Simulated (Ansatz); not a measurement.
Geometry optimisation, DFT r2SCAN, scalar-relativistic, plane waves, PAW (Ansatz 0.2.0).

Input file:

```yaml
crystal:
  lattice:
    - [0.0, 5.43, 5.43]
    - [5.43, 0.0, 5.43]
    - [5.43, 5.43, 0.0]
  atoms:
    - { symbol: Si, position: [0.0, 0.0, 0.0] }
    - { symbol: Si, position: [0.125, 0.125, 0.125] }
    - { symbol: Si, position: [0.0, 0.0, 0.5] }
    - { symbol: Si, position: [0.125, 0.125, 0.625] }
    - { symbol: Si, position: [0.0, 0.5, 0.0] }
    - { symbol: Si, position: [0.125, 0.625, 0.125] }
    - { symbol: Si, position: [0.0, 0.5, 0.5] }
    - { symbol: Si, position: [0.125, 0.625, 0.625] }
    - { symbol: Si, position: [0.5, 0.0, 0.0] }
    - { symbol: Si, position: [0.625, 0.125, 0.125] }
    - { symbol: Si, position: [0.5, 0.0, 0.5] }
    - { symbol: Si, position: [0.625, 0.125, 0.625] }
    - { symbol: Si, position: [0.5, 0.5, 0.0] }
    - { symbol: Si, position: [0.625, 0.625, 0.125] }
    - { symbol: Si, position: [0.5, 0.5, 0.5] }
    - { symbol: Si, position: [0.625, 0.625, 0.625] }
    - { symbol: H, position: [0.30508996, 1.06071821, 0.81492357], spin: 1.0 }
magnetization:
  spin_polarized: true
basis:
  ecutwfc: 500.0
kpoints:
  mp_grid: { grid: [2, 2, 2] }
hamiltonian:
  xc: r2scan
scf:
  occupations: { method: gaussian, width: 0.02 }
  lower_state_search: "off"
relax:
  f_tol: 0.03
  max_steps: 60
  adjacent_minimum: "off"
```

Run as:

```bash
$ ansatz run input.yaml --threads 2 --pin off --max-ram 5120MiB --backend cpu --events-out ev --progress --plain --runs-dir out
```

Task: Where does it end, and by what steps?

Result: The run converged. The force dipped under the threshold on the way, but the program's further checks kept it going. Limits of this set-up: coarse k mesh, a small cell, in which the defect meets its images, a typed lattice constant that wasn't relaxed here. After 11 steps the energy has fallen by 0.302 eV; H17 moved furthest, 0.93 Å. Joined: Si1–H17 (2.20 → 1.67 Å).

| step | energy less start (eV) | largest force component (eV/Å) | accepted |
| --- | --- | --- | --- |
| 0 | 0.0000 | 0.150 | yes |
| 1 | -0.0097 | 0.130 | yes |
| 2 | -0.0337 | 0.249 | yes |
| 3 | -0.1203 | 0.293 | yes |
| 4 | -0.1620 | 0.231 | yes |
| 5 | -0.1787 | 0.297 | yes |
| 6 | -0.2130 | 0.465 | yes |
| 7 | -0.2747 | 0.188 | yes |
| 8 | -0.2964 | 0.081 | yes |
| 9 | -0.2999 | 0.075 | yes |
| 10 | -0.3015 | 0.013 | yes |
| 11 | -0.3015 | 0.013 | yes |

```xyz
17
Lattice="0.0000 5.4300 5.4300 5.4300 0.0000 5.4300 5.4300 5.4300 0.0000" Properties=species:S:1:pos:R:3
Si -0.040 0.039 0.008
Si 1.338 1.415 1.380
Si 2.675 2.752 0.007
Si 4.012 4.091 1.379
Si 2.677 0.035 2.737
Si 4.019 1.410 4.098
Si 5.393 2.752 2.735
Si 6.746 4.112 4.080
Si -0.042 2.754 2.737
Si 1.331 4.097 4.098
Si 2.674 5.471 2.737
Si 4.035 6.822 4.082
Si 2.675 2.754 5.476
Si 4.045 4.123 6.811
Si 5.391 5.468 5.437
Si 6.736 6.814 6.810
H 10.819 5.473 7.104
```

Whether the end is a true minimum wasn't checked by a vibrational analysis.

Run time: 9.1 min on 2 threads of AMD EPYC 7R13 Processor (Zen 3), with other jobs on the host, peak memory 1.8 GiB.
